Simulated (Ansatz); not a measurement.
**ZrO2 with a defect (Zr vacancy): a single-point run**

Aim: the field gradients at the nuclei of ZrO2 with a defect (Zr vacancy), from a sound single-point run.

Computed with Ansatz 0.2.0 (DFT, PBE, plane-wave PAW, default files, scalar-relativistic, unless a step's input says otherwise).

**1. The system as given**

It takes space group P1 (No. 1, triclinic). The conventional cell has a = 8.554 Å, b = 8.554 Å, c = 9.520 Å, α = 108.05°, β = 110.78°, γ = 105.09°. Zr (site symmetry 1) is surrounded by 7 O at 2.05 to 2.27 Å. Only part of the 47 independent sites is listed.

The input asks for a charge of -2 e on the cell.

As a file:

```cif
data_structure
_symmetry_space_group_name_H-M 'P 1'
_symmetry_Int_Tables_number 1
_cell_length_a 9.5204
_cell_length_b 8.5545
_cell_length_c 9.5204
_cell_angle_alpha 110.777
_cell_angle_beta 113.754
_cell_angle_gamma 108.052
_cell_volume 563.04
loop_
_atom_site_label
_atom_site_type_symbol
_atom_site_fract_x
_atom_site_fract_y
_atom_site_fract_z
_atom_site_occupancy
Zr1 Zr 0.62435 0.74260 0.15795 1
Zr2 Zr 0.62435 0.24260 0.65795 1
Zr3 Zr 0.12435 0.74260 0.65795 1
Zr4 Zr 0.41535 0.50740 0.63175 1
Zr5 Zr 0.91535 0.00740 0.63175 1
Zr6 Zr 0.91535 0.50740 0.13175 1
Zr7 Zr 0.41535 0.00740 0.13175 1
Zr8 Zr 0.87565 0.75740 0.84205 1
Zr9 Zr 0.37565 0.25740 0.84205 1
Zr10 Zr 0.37565 0.75740 0.34205 1
Zr11 Zr 0.87565 0.25740 0.34205 1
Zr12 Zr 0.58465 0.49260 0.36825 1
Zr13 Zr 0.08465 0.99260 0.36825 1
Zr14 Zr 0.08465 0.49260 0.86825 1
Zr15 Zr 0.58465 0.99260 0.86825 1
O1 O 0.61755 0.46410 0.60245 1
O2 O 0.11755 0.96410 0.60245 1
O3 O 0.11755 0.46410 0.10245 1
O4 O 0.61755 0.96410 0.10245 1
O5 O 0.13835 0.28590 0.40345 1
O6 O 0.63835 0.78590 0.40345 1
O7 O 0.63835 0.28590 0.90345 1
O8 O 0.13835 0.78590 0.90345 1
O9 O 0.38245 0.53590 0.39755 1
O10 O 0.88245 0.03590 0.39755 1
O11 O 0.88245 0.53590 0.89755 1
O12 O 0.38245 0.03590 0.89755 1
O13 O 0.86165 0.71410 0.59655 1
O14 O 0.36165 0.21410 0.59655 1
O15 O 0.36165 0.71410 0.09655 1
O16 O 0.86165 0.21410 0.09655 1
O17 O 0.33890 0.20785 0.20045 1
O18 O 0.83890 0.70785 0.20045 1
O19 O 0.83890 0.20785 0.70045 1
O20 O 0.33890 0.70785 0.70045 1
O21 O 0.49260 0.54215 0.88105 1
O22 O 0.99260 0.04215 0.88105 1
O23 O 0.99260 0.54215 0.38105 1
O24 O 0.49260 0.04215 0.38105 1
O25 O 0.66110 0.79215 0.79955 1
O26 O 0.16110 0.29215 0.79955 1
O27 O 0.16110 0.79215 0.29955 1
O28 O 0.66110 0.29215 0.29955 1
O29 O 0.50740 0.45785 0.11895 1
O30 O 0.00740 0.95785 0.11895 1
O31 O 0.00740 0.45785 0.61895 1
O32 O 0.50740 0.95785 0.61895 1
```

**2. Input and run**

input.yaml reads:

```yaml
crystal:
  lattice:
    - [-5.9964618041, 5.2023, 5.2551587544]
    - [4.3009381959, -5.2023, 5.2551587544]
    - [5.9964618041, 5.2023, -5.2551587544]
  atoms:
    - { symbol: Zr, position: [0.62435, 0.7426, 0.15795] }
    - { symbol: Zr, position: [0.62435, 0.2426, 0.65795] }
    - { symbol: Zr, position: [0.12435, 0.7426, 0.65795] }
    - { symbol: Zr, position: [0.41535, 0.5074, 0.63175] }
    - { symbol: Zr, position: [0.91535, 0.0074, 0.63175] }
    - { symbol: Zr, position: [0.91535, 0.5074, 0.13175] }
    - { symbol: Zr, position: [0.41535, 0.0074, 0.13175] }
    - { symbol: Zr, position: [0.87565, 0.7574, 0.84205] }
    - { symbol: Zr, position: [0.37565, 0.2574, 0.84205] }
    - { symbol: Zr, position: [0.37565, 0.7574, 0.34205] }
    - { symbol: Zr, position: [0.87565, 0.2574, 0.34205] }
    - { symbol: Zr, position: [0.58465, 0.4926, 0.36825] }
    - { symbol: Zr, position: [0.08465, 0.9926, 0.36825] }
    - { symbol: Zr, position: [0.08465, 0.4926, 0.86825] }
    - { symbol: Zr, position: [0.58465, 0.9926, 0.86825] }
    - { symbol: O, position: [0.61755, 0.4641, 0.60245] }
    - { symbol: O, position: [0.11755, 0.9641, 0.60245] }
    - { symbol: O, position: [0.11755, 0.4641, 0.10245], spin: 0.5 }
    - { symbol: O, position: [0.61755, 0.9641, 0.10245] }
    - { symbol: O, position: [0.13835, 0.2859, 0.40345], spin: 0.5 }
    - { symbol: O, position: [0.63835, 0.7859, 0.40345] }
    - { symbol: O, position: [0.63835, 0.2859, 0.90345] }
    - { symbol: O, position: [0.13835, 0.7859, 0.90345] }
    - { symbol: O, position: [0.38245, 0.5359, 0.39755] }
    - { symbol: O, position: [0.88245, 0.0359, 0.39755] }
    - { symbol: O, position: [0.88245, 0.5359, 0.89755] }
    - { symbol: O, position: [0.38245, 0.0359, 0.89755] }
    - { symbol: O, position: [0.86165, 0.7141, 0.59655] }
    - { symbol: O, position: [0.36165, 0.2141, 0.59655] }
    - { symbol: O, position: [0.36165, 0.7141, 0.09655] }
    - { symbol: O, position: [0.86165, 0.2141, 0.09655], spin: 0.5 }
    - { symbol: O, position: [0.3389, 0.20785, 0.20045], spin: 0.5 }
    - { symbol: O, position: [0.8389, 0.70785, 0.20045] }
    - { symbol: O, position: [0.8389, 0.20785, 0.70045] }
    - { symbol: O, position: [0.3389, 0.70785, 0.70045] }
    - { symbol: O, position: [0.4926, 0.54215, 0.88105] }
    - { symbol: O, position: [0.9926, 0.04215, 0.88105], spin: 0.5 }
    - { symbol: O, position: [0.9926, 0.54215, 0.38105] }
    - { symbol: O, position: [0.4926, 0.04215, 0.38105] }
    - { symbol: O, position: [0.6611, 0.79215, 0.79955] }
    - { symbol: O, position: [0.1611, 0.29215, 0.79955] }
    - { symbol: O, position: [0.1611, 0.79215, 0.29955] }
    - { symbol: O, position: [0.6611, 0.29215, 0.29955] }
    - { symbol: O, position: [0.5074, 0.45785, 0.11895] }
    - { symbol: O, position: [0.0074, 0.95785, 0.11895], spin: 0.5 }
    - { symbol: O, position: [0.0074, 0.45785, 0.61895] }
    - { symbol: O, position: [0.5074, 0.95785, 0.61895] }
magnetization:
  spin_polarized: true
total_charge: -2
kpoints:
  mp_grid: { grid: [3, 3, 3] }
scf:
  occupations: { method: methfessel_paxton, width: 1.0 }
  max_iter: 80
hamiltonian:
  xc: pbe
  pseudopotentials: { kind: paw }
output:
  forces: true
  stress: true
  populations: true
  efg:
    quadrupole_moments_barn: { Zr: -0.176, O: -0.02558 }
    contact_densities: true
```

On the command line:

```sh
> ansatz run input.yaml --threads 4 --pin off --max-ram 10240MiB --backend cpu --events-out ev --progress --plain --runs-dir out
```

What happens when this is run?

The program finished normally, with warnings (gradients without spin orbit, seeded moment not kept, stability check not made). It gives a largest force of 2.4 eV/Å, which is large; a structure far from rest gives such values too, whatever the setting.

The suspect setting: scf.occupations.method is methfessel_paxton; scf.occupations.width is 1.0. The width is far wider than usual, so occupations near the Fermi level are blurred and the entropy term grows.

The test: set scf.occupations.method to fermi_dirac and scf.occupations.width to 0.01.
